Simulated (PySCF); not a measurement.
Compound: C₃H₅N₂ (charge +1).
Structure used (PBE0-D3(BJ)/def2-SVP), in Å, numbered top down from 1:
```
atom  x, y, z in Å
C1     0.0850   -1.1714    0.1546
C2    -1.0555   -0.4815   -0.1361
N3    -0.6936    0.8401   -0.2369
C4     0.6114    0.9739   -0.0196
N5     1.0950   -0.2422    0.2182
H6     0.2524   -2.2333    0.3170
H7    -2.0778   -0.8236   -0.2770
H8    -1.3239    1.6107   -0.4484
H9     1.1778    1.9035   -0.0336
H10    2.0717   -0.4436    0.4212
```

Computed with core-valence-separated Tamm–Dancoff BHandHLYP/aug-pcX-1 (pcseg-1 on H) in PySCF, non-relativistic, gas phase, PBE0-D3(BJ)/def2-SVP geometry. BHandHLYP without relativity tends to put these K edges a few eV too low, so spacings mean more than positions.

The lowest roots of each edge with f over 0.003 (five at most, numbered afresh; weaker and dark ones are left out), with transition dipoles (au) in the frame of the coordinates:

```csv
root,edge,E (eV),μx,μy,μz
1,C,284.32,0.0238,-0.0167,-0.1327
2,C,284.48,0.0186,-0.0130,-0.1038
3,C,287.89,0.0177,-0.0104,0.0045
4,C,287.92,-0.0384,-0.0633,0.0010
5,C,288.82,-0.0548,0.0333,-0.0141
6,N,399.69,-0.0080,0.0056,0.0446
7,N,399.69,0.0147,-0.0103,-0.0822
8,N,402.50,-0.0544,0.0316,-0.0138
9,N,402.51,0.0076,0.0196,-0.0010
10,N,403.26,-0.0031,0.0022,0.0175
```

What are the oscillator strengths?

f = (2/3) ΔE |μ|², with ΔE in hartree (27.2114 eV):

```json
{"root": "1", "ΔE (Eh)": "10.4485", "|μ|² (au)": "0.018457", "f": "0.129", "core hole on": "C1/C2"}
{"root": "2", "ΔE (Eh)": "10.4543", "|μ|² (au)": "0.011288", "f": "0.079", "core hole on": "C4"}
{"root": "3", "ΔE (Eh)": "10.5798", "|μ|² (au)": "0.000441", "f": "0.003", "core hole on": "C1/C2"}
{"root": "4", "ΔE (Eh)": "10.5807", "|μ|² (au)": "0.005487", "f": "0.039", "core hole on": "C1/C2"}
{"root": "5", "ΔE (Eh)": "10.6140", "|μ|² (au)": "0.004308", "f": "0.030", "core hole on": "C1/C2"}
{"root": "6", "ΔE (Eh)": "14.6883", "|μ|² (au)": "0.002081", "f": "0.020", "core hole on": "N3/N5"}
{"root": "7", "ΔE (Eh)": "14.6883", "|μ|² (au)": "0.007073", "f": "0.069", "core hole on": "N3/N5"}
{"root": "8", "ΔE (Eh)": "14.7918", "|μ|² (au)": "0.004147", "f": "0.041", "core hole on": "N3/N5"}
{"root": "9", "ΔE (Eh)": "14.7919", "|μ|² (au)": "0.000442", "f": "0.004", "core hole on": "N3/N5"}
{"root": "10", "ΔE (Eh)": "14.8197", "|μ|² (au)": "0.000322", "f": "0.003", "core hole on": "N3/N5"}
```

What is the unit vector of the normal of the molecular plane, and which share of each root's |μ|² lies along it?

(0.18, -0.12, -0.98), up to sign.

| root | core hole on | share along it | final orbital under reflection in the plane |
| --- | --- | --- | --- |
| 1 | C1/C2 | 1.00 | odd |
| 2 | C4 | 1.00 | odd |
| 3 | C1/C2 | 0.00 | even |
| 4 | C1/C2 | 0.00 | even |
| 5 | C1/C2 | 0.00 | even |
| 6 | N3/N5 | 1.00 | odd |
| 7 | N3/N5 | 1.00 | odd |
| 8 | N3/N5 | 0.00 | even |
| 9 | N3/N5 | 0.00 | even |
| 10 | N3/N5 | 1.00 | odd |

The 1s orbitals of atoms in the plane are even under the reflection, so light polarised along the normal reaches odd orbitals alone (the out-of-plane π set) and light polarised in the plane even ones.

For fixed molecules, how does the intensity of root 1 change when the electric field is turned 20° away from the normal of the molecular plane?

Intensity goes as (E·μ)², and μ lies along that direction, so it falls to cos²20° = 0.88 of its maximum; it vanishes at 90°.

Molecules are fixed in this frame and the field points along z. What effective strengths 3 f cos²θ do the roots have (θ between field and μ)?

root 1 (C1/C2): 0.368, root 2 (C4): 0.225, root 3 (C1/C2): 0.000, root 4 (C1/C2): 0.000, root 5 (C1/C2): 0.004, root 6 (N3/N5): 0.058, root 7 (N3/N5): 0.198, root 8 (N3/N5): 0.006, root 9 (N3/N5): 0.000, root 10 (N3/N5): 0.009. Root 1 is the strongest. Averaged over all orientations cos²θ is 1/3, which gives f back. For degenerate partners only the sum has meaning, as the program may mix them freely.

